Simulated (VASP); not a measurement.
# Bi: the relaxed cell at several levels, part 2 of 3

How much does the cell of Bi depend on the functional? LASPH is on for some levels and off for others; the table marks which. This is not the structure that Bi takes at ambient conditions. The start is a computed cell from the Materials Project.

VASP 6.6.1, plane waves and PAW; the level of theory is named at each step.

Still holding for the runs below: This run has no spin polarisation. Its electron count is odd, so without a moment it is a metal by construction. The k-mesh is coarse for a metal.

So far, final volume (Å³): step 2 (relaxation, level LDA) 29.9; step 3 (relaxation, level PBEsol) 30.5.

The starting crystal is not the ambient structure of Bi (space group No. 166); it is a model or a phase of other conditions.

## 4. Relaxation with r2SCAN

This step: r2SCAN; plane waves and PAW (Bi_d) (VASP 6.6.1).

r2SCAN adds the kinetic-energy density, costs more than a GGA and is run with LASPH.

File INCAR:

```
SYSTEM = Bi
PREC = Accurate
ENCUT = 520
EDIFF = 1E-06
NELM = 100
ISMEAR = -1
SIGMA = 0.05
LREAL = .FALSE.
ALGO = Normal
METAGGA = R2SCAN
LASPH = .TRUE.
NBANDS = 13
LORBIT = 11
LWAVE = .FALSE.
LCHARG = .FALSE.
KPAR = 2
IBRION = 2
NSW = 60
ISIF = 3
EDIFFG = -0.01
```

File POSCAR:

```
Bi
1.0
   -1.9814305318      1.9814305318      1.9814305318
    1.9814305318     -1.9814305318      1.9814305318
    1.9814305318      1.9814305318     -1.9814305318
Bi
1
Direct
    0.0000000000      0.0000000000      0.0000000000
```

File KPOINTS:

```
Automatic mesh
0
Gamma
7 7 7
0 0 0
```

PAW data sets: Bi_d (PBE family, release 64).

On the command line:

```console
> mpirun -np 2 vasp_std
```

Log:

```text
[banner, memory and clock lines left out]
running    2 mpi-ranks, on    1 nodes
[...]
[... a notice as in an earlier step ...]

 LDA part: xc-table for (None), standard interpolation
 POSCAR, INCAR and KPOINTS ok, starting setup
[...]
entering main loop
       N       E                     dE             d eps       ncg     rms          rms(c)
DAV:   1     0.612000882887E+02    0.61200E+02   -0.81126E+03   525   0.136E+03
DAV:   2    -0.547179642550E+02   -0.11592E+03   -0.11161E+03   565   0.363E+02
DAV:   3    -0.615283296631E+02   -0.68104E+01   -0.67903E+01   620   0.879E+01
DAV:   4    -0.616961511789E+02   -0.16782E+00   -0.16778E+00   664   0.145E+01
[...]
DAV:  12    -0.582284565965E+02   -0.11912E-05   -0.10397E-05   718   0.504E-02    0.296E-03
DAV:  13    -0.582284554717E+02    0.11248E-05   -0.14825E-06   335   0.213E-02    0.337E-04
DAV:  14    -0.582284554499E+02    0.21770E-07   -0.10143E-07   345   0.306E-03
   1 F= -.58228455E+02 E0= -.58223975E+02  d E =-.582285E+02
[...]
DAV:   7    -0.582296711394E+02   -0.65958E-05   -0.17923E-05   590   0.336E-02    0.247E-03
DAV:   8    -0.582296711047E+02    0.34698E-07   -0.13025E-06   509   0.156E-02
   2 F= -.58229671E+02 E0= -.58225087E+02  d E =-.121565E-02
 trial-energy change:   -0.001216  1 .order   -0.001245   -0.006274    0.003784
 step:   0.6197(harm=  0.6238)  dis= 0.00000  next Energy=   -58.230392 (dE=-0.194E-02)
[...]
N       E                     dE             d eps       ncg     rms          rms(c)
DAV:   1    -0.582528303787E+02   -0.23159E-01   -0.55204E-01   665   0.135E+01    0.802E-01
DAV:   2    -0.582336487812E+02    0.19182E-01   -0.28052E-02   630   0.316E+00    0.331E-01
DAV:   3    -0.582302425657E+02    0.34062E-02   -0.14519E-02   821   0.203E+00    0.352E-02
DAV:   4    -0.582303043960E+02   -0.61830E-04   -0.22194E-04   555   0.165E-01    0.215E-02
DAV:   5    -0.582303772482E+02   -0.72852E-04   -0.20683E-04   565   0.127E-01    0.101E-02
DAV:   6    -0.582303685258E+02    0.87225E-05   -0.10238E-05   585   0.336E-02    0.248E-03
DAV:   7    -0.582303679774E+02    0.54833E-06   -0.19010E-06   580   0.135E-02
   3 F= -.58230368E+02 E0= -.58225820E+02  d E =-.191253E-02
[...]
reached required accuracy - stopping structural energy minimisation
```

It took 27 s on 2 MPI ranks of Intel Xeon 6975P-C (Granite Rapids), shared host; peak memory 0.31 GiB.

OUTCAR, selected parts (step 4):

```text
  Total        0.0023059      0.0023059      0.0023059     -0.0000000      0.0000000     -0.0000000
  in kB        0.1165409      0.1165409      0.1165409     -0.0000000      0.0000000     -0.0000000
  external PRESSURE =       0.1165409 kB  Pullay stress =       0.0000000 kB

 POSITION                                       TOTAL-FORCE (eV/Angst)
 -----------------------------------------------------------------------------------
      0.00000      0.00000     -0.00000         0.000000     -0.000000     -0.000000
 -----------------------------------------------------------------------------------
    total drift:                               -0.000000     -0.000000     -0.000000

  FREE ENERGIE OF THE ION-ELECTRON SYSTEM (eV)
  ---------------------------------------------------
  free  energy   TOTEN  =       -58.2303679774 eV

  energy  without entropy=      -58.2212711577  energy(sigma->0) =      -58.22581957

[... 2 parts as in an earlier step ...]

[... 2 further parts left out ...]
[key lines of the parts left out:]
E-fermi :   7.5523
```

Relaxation path:

| step | energy less that of the first step (eV) | largest force (eV/Å) | pressure (GPa) | volume (Å³) |
| --- | --- | --- | --- | --- |
| 1 | 0.0000 | 0.0000 | 1.07 | 31.12 |
| 2 | -0.0012 | 0.0000 | -0.63 | 32.06 |
| 3 | -0.0019 | 0.0000 | 0.01 | 31.70 |

```csv
"conventional cell, symmetrised",before,after,change
a (Å),3.963,3.988,+0.6 %
b (Å),3.963,3.988,+0.6 %
c (Å),3.963,3.988,+0.6 %
volume (Å³/atom),31.12,31.70,+1.9 %
```

Final coordinates:

```xyz
1
Lattice="-1.9938 1.9938 1.9938 1.9938 -1.9938 1.9938 1.9938 1.9938 -1.9938" Properties=species:S:1:pos:R:3 pbc="T T T"
Bi    0.0000    0.0000    0.0000
```

It ends at 31.70 Å³/atom, +1.9 % from the start, with 0.01 GPa left. The conventional cell has a = 3.988 Å.

## 5. Relaxation with r2SCAN + rVV10

This step: r2SCAN with rVV10; plane waves and PAW (Bi_d) (VASP 6.6.1).

LUSE_VDW switches on a nonlocal correlation term for dispersion.

Edit INCAR of step 4 so:

```diff
@@ -10,2 +10,6 @@
 METAGGA = R2SCAN
+LUSE_VDW = .TRUE.
+IVDW_NL = 2
+BPARAM = 11.95
+CPARAM = 0.0093
 LASPH = .TRUE.
```

POSCAR is that of step 4.

KPOINTS is that of step 4.

On the command line:

```console
> mpirun -np 2 vasp_std
```

Log:

```text
[banner, memory and clock lines left out]
running    2 mpi-ranks, on    1 nodes
[...]
|                                                                             |
|               ----> ADVICE to this user running VASP <----                  |
|                                                                             |
|     You have switched on vdW-DFT.                                           |
|     This routine was written and supplied by Jiri Klimes. We recommend      |
|     that you carefully read and cite the following publications:            |
|       J. Klimes, D.R. Bowler, A. Michelides                                 |
|          J. Phys.: Cond Matt. 22 022201 (2010)                              |
|       J. Klimes, D.R. Bowler, A. Michelides                                 |
|          Phys. Rev. B. 83, 195131 (2011)                                    |
|     and references therein.                                                 |
|                                                                             |

[...]
DAV:   2    -0.578584359205E+02    0.59858E-03   -0.87597E-04   630   0.560E-01    0.586E-02
Total rVV10 correction in eV:      0.3705835    16.1245759
Total rVV10 correction in eV:      0.3705835    16.1245759
DAV:   3    -0.578583301197E+02    0.10580E-03   -0.45880E-04   821   0.361E-01    0.636E-03
Total rVV10 correction in eV:      0.3705801    16.1245759
Total rVV10 correction in eV:      0.3705801    16.1245759
DAV:   4    -0.578583330102E+02   -0.28905E-05   -0.70955E-06   555   0.298E-02    0.387E-03
Total rVV10 correction in eV:      0.3705451    16.1245759
Total rVV10 correction in eV:      0.3705451    16.1245759
DAV:   5    -0.578583367590E+02   -0.37488E-05   -0.61956E-06   580   0.220E-02    0.178E-03
Total rVV10 correction in eV:      0.3705365    16.1245759
Total rVV10 correction in eV:      0.3705365    16.1245759
DAV:   6    -0.578583360213E+02    0.73774E-06   -0.25908E-07   330   0.582E-03
Total rVV10 correction in eV:      0.3705383    16.1245759
Total rVV10 correction in eV:      0.3705383    16.1245759
Total rVV10 correction in eV:      0.3705399    16.1245759
Total rVV10 correction in eV:      0.3705399    16.1245759
   3 F= -.57858336E+02 E0= -.57853866E+02  d E =-.541453E-04
[...]
reached required accuracy - stopping structural energy minimisation
```

The job ended after 62 s (2 MPI ranks; peak memory 0.49 GiB; 2 min of CPU time).

OUTCAR, selected parts (step 5):

```text
  Total        0.0043416      0.0043416      0.0043416      0.0000000      0.0000000      0.0000000
  in kB        0.2228377      0.2228377      0.2228377      0.0000000      0.0000000      0.0000000
  external PRESSURE =       0.2228377 kB  Pullay stress =       0.0000000 kB

 POSITION                                       TOTAL-FORCE (eV/Angst)
 -----------------------------------------------------------------------------------
      0.00000      0.00000      0.00000         0.000000      0.000000      0.000000
 -----------------------------------------------------------------------------------
    total drift:                               -0.000000     -0.000000     -0.000000

  FREE ENERGIE OF THE ION-ELECTRON SYSTEM (eV)
  ---------------------------------------------------
  free  energy   TOTEN  =       -57.8583360213 eV

  energy  without entropy=      -57.8493958315  energy(sigma->0) =      -57.85386593

[... 2 parts as in an earlier step ...]

[... 2 further parts left out ...]
[key lines of the parts left out:]
E-fermi :   7.7276
```

Relaxation path:

```csv
step,energy less that of the first step (eV),largest force (eV/Å),pressure (GPa),volume (Å³)
1,0.0000,0.0000,0.18,31.12
2,0.0000,0.0000,-0.17,31.28
3,-0.0001,0.0000,0.02,31.22
```

```
conventional cell, symmetrised  before  after  change
                         a (Å)   3.963  3.967  +0.1 %
                         b (Å)   3.963  3.967  +0.1 %
                         c (Å)   3.963  3.967  +0.1 %
              volume (Å³/atom)   31.12  31.22  +0.3 %
```

Final coordinates:

```xyz
1
Lattice="-1.9835 1.9835 1.9835 1.9835 -1.9835 1.9835 1.9835 1.9835 -1.9835" Properties=species:S:1:pos:R:3 pbc="T T T"
Bi    0.0000    0.0000    0.0000
```

It ends at 31.22 Å³/atom, +0.3 % from the start, with 0.02 GPa left. The conventional cell has a = 3.967 Å. Against plain r2SCAN, the dispersion term moves a by -0.5 %.

## 6. Relaxation with optB86b-vdW

This step: optB86b-vdW; plane waves and PAW (Bi_d) (VASP 6.6.1).

optB86b-vdW pairs nonlocal correlation with a less repulsive exchange of B86b form.

Edit INCAR of step 5 so:

```diff
@@ -9,7 +9,7 @@
 ALGO = Normal
-METAGGA = R2SCAN
+GGA = MK
+AGGAC = 0
 LUSE_VDW = .TRUE.
-IVDW_NL = 2
-BPARAM = 11.95
-CPARAM = 0.0093
+PARAM1 = 0.1234
+PARAM2 = 1
 LASPH = .TRUE.
```

POSCAR is that of step 5.

KPOINTS is that of step 5.

On the command line:

```console
> mpirun -np 2 vasp_std
```

Log:

```text
[banner, memory and clock lines left out]
running    2 mpi-ranks, on    1 nodes
[...]
[... a notice as in an earlier step ...]

 [... a notice as in an earlier step ...]

 LDA part: xc-table for (Slater+PW92), standard interpolation
 POSCAR, INCAR and KPOINTS ok, starting setup
[...]
entering main loop
       N       E                     dE             d eps       ncg     rms          rms(c)
DAV:   1     0.118772279707E+03    0.11877E+03   -0.79453E+03   525   0.133E+03
DAV:   2     0.622155832486E+01   -0.11255E+03   -0.10839E+03   565   0.354E+02
DAV:   3    -0.347653341846E+00   -0.65692E+01   -0.65503E+01   620   0.852E+01
DAV:   4    -0.505510634813E+00   -0.15786E+00   -0.15782E+00   669   0.139E+01
[...]
DAV:   9    -0.509357311165E+00    0.37057E-05   -0.10271E-05   721   0.457E-02    0.577E-03
DAV:  10    -0.509356214870E+00    0.10963E-05   -0.32828E-06   645   0.257E-02    0.872E-04
DAV:  11    -0.509356174512E+00    0.40357E-07   -0.16908E-07   395   0.622E-03
[...]
DAV:   6    -0.509483088741E+00    0.22754E-05   -0.10049E-05   605   0.369E-02    0.174E-03
DAV:   7    -0.509483890239E+00   -0.80150E-06   -0.98225E-07   551   0.642E-03
   2 F= -.50948389E+00 E0= -.50511752E+00  d E =-.127716E-03
 trial-energy change:   -0.000128  1 .order   -0.000121   -0.000603    0.000361
 step:   0.6351(harm=  0.6256)  dis= 0.00000  next Energy=    -0.509549 (dE=-0.193E-03)
[...]
N       E                     dE             d eps       ncg     rms          rms(c)
DAV:   1    -0.511667196233E+00   -0.21841E-02   -0.50781E-02   660   0.405E+00    0.244E-01
DAV:   2    -0.509851968623E+00    0.18152E-02   -0.28486E-03   640   0.979E-01    0.960E-02
DAV:   3    -0.509540138411E+00    0.31183E-03   -0.12301E-03   813   0.590E-01    0.101E-02
DAV:   4    -0.509543673133E+00   -0.35347E-05   -0.18996E-05   570   0.486E-02    0.577E-03
DAV:   5    -0.509549132259E+00   -0.54591E-05   -0.13217E-05   565   0.319E-02    0.266E-03
DAV:   6    -0.509548051230E+00    0.10810E-05   -0.13311E-06   580   0.140E-02    0.621E-04
DAV:   7    -0.509547860132E+00    0.19110E-06   -0.11484E-07   300   0.225E-03
   3 F= -.50954786E+00 E0= -.50518920E+00  d E =-.191686E-03
[...]
reached required accuracy - stopping structural energy minimisation
```

It took 44 s on 2 MPI ranks; peak memory 0.62 GiB.

Parts of OUTCAR (step 6):

```text
  Total        0.0001138      0.0001138      0.0001138      0.0000000     -0.0000000      0.0000000
  in kB        0.0058247      0.0058247      0.0058247      0.0000000     -0.0000000      0.0000000
  external PRESSURE =       0.0058247 kB  Pullay stress =       0.0000000 kB

  FREE ENERGIE OF THE ION-ELECTRON SYSTEM (eV)
  ---------------------------------------------------
  free  energy   TOTEN  =        -0.5095478601 eV

  energy  without entropy=       -0.5008305381  energy(sigma->0) =       -0.50518920

[... 3 parts as in an earlier step ...]

[... 2 further parts left out ...]
[key lines of the parts left out:]
E-fermi :   7.6723
```

It ends at 31.30 Å³/atom, +0.6 % from the start, with 0.00 GPa left. The conventional cell has a = 3.971 Å.

## 7. Relaxation with r2SCAN + D4

This step: r2SCAN with D4; plane waves and PAW (Bi_d) (VASP 6.6.1).

A dispersion term adds the long-range attraction that semilocal functionals lack. D4 lets the coefficients depend on atomic charges too.

Edit INCAR of step 6 so:

```diff
@@ -9,7 +9,8 @@
 ALGO = Normal
-GGA = MK
-AGGAC = 0
-LUSE_VDW = .TRUE.
-PARAM1 = 0.1234
-PARAM2 = 1
+METAGGA = R2SCAN
+IVDW = 13
+VDW_S6 = 1
+VDW_S8 = 0.6018749
+VDW_A1 = 0.51559235
+VDW_A2 = 5.77342911
 LASPH = .TRUE.
```

POSCAR is that of step 6.

KPOINTS is that of step 6.

On the command line:

```console
> mpirun -np 2 vasp_std
```

Log:

```text
[... set-up lines as in an earlier step ...]
 entering main loop
       N       E                     dE             d eps       ncg     rms          rms(c)
[... 14 cycles as in an earlier step ...]
   1 F= -.58404910E+02 E0= -.58400430E+02  d E =-.584049E+02
[...]
N       E                     dE             d eps       ncg     rms          rms(c)
DAV:   1    -0.582358635042E+02   -0.74080E-02   -0.15909E-01   670   0.742E+00    0.426E-01
DAV:   2    -0.582304604125E+02    0.54031E-02   -0.80054E-03   625   0.168E+00    0.177E-01
DAV:   3    -0.582294798159E+02    0.98060E-03   -0.42334E-03   826   0.109E+00    0.196E-02
DAV:   4    -0.582294912831E+02   -0.11467E-04   -0.65998E-05   555   0.913E-02    0.119E-02
DAV:   5    -0.582295029282E+02   -0.11645E-04   -0.58022E-05   570   0.669E-02    0.540E-03
DAV:   6    -0.582295033534E+02   -0.42523E-06   -0.28507E-06   615   0.186E-02
   2 F= -.58404951E+02 E0= -.58400447E+02  d E =-.405785E-04
 trial-energy change:   -0.000041  1 .order   -0.000007   -0.000255    0.000242
 step:   0.6109(harm=  0.5132)  dis= 0.00000  next Energy=   -58.404996 (dE=-0.856E-04)
[...]
N       E                     dE             d eps       ncg     rms          rms(c)
DAV:   1    -0.582301057296E+02   -0.60280E-03   -0.23838E-02   670   0.285E+00    0.166E-01
DAV:   2    -0.582292840457E+02    0.82168E-03   -0.12025E-03   630   0.656E-01    0.687E-02
DAV:   3    -0.582291383321E+02    0.14571E-03   -0.63044E-04   821   0.423E-01    0.747E-03
DAV:   4    -0.582291420612E+02   -0.37292E-05   -0.97678E-06   560   0.350E-02    0.455E-03
DAV:   5    -0.582291468896E+02   -0.48284E-05   -0.86475E-06   575   0.259E-02    0.210E-03
DAV:   6    -0.582291459852E+02    0.90438E-06   -0.36419E-07   355   0.686E-03
   3 F= -.58404985E+02 E0= -.58400491E+02  d E =-.749506E-04
[...]
reached required accuracy - stopping structural energy minimisation
```

The job ended after 26 s (2 MPI ranks; peak memory 0.3 GiB).

[end of part 2 of 3]

[Lines on the potential files, build, host, timing and source positions are cut from VASP's logs without a mark.]

[Logs are printed without paths, hosts, clocks, repeated set-up lines and the standing remarks that a program may print on its own settings, such as how far it seeks lower states.]

[Hosts, paths, dates, database ids (printed as entryN), source tags and the programs' standing remarks are cut or masked in the printed files.]

[A measured line is paired with the nearest computed mode of its activity, which favours agreement.]

[In band tables of VASP the shares of atoms and orbitals are scaled to a sum of 1 inside the atoms' spheres.]
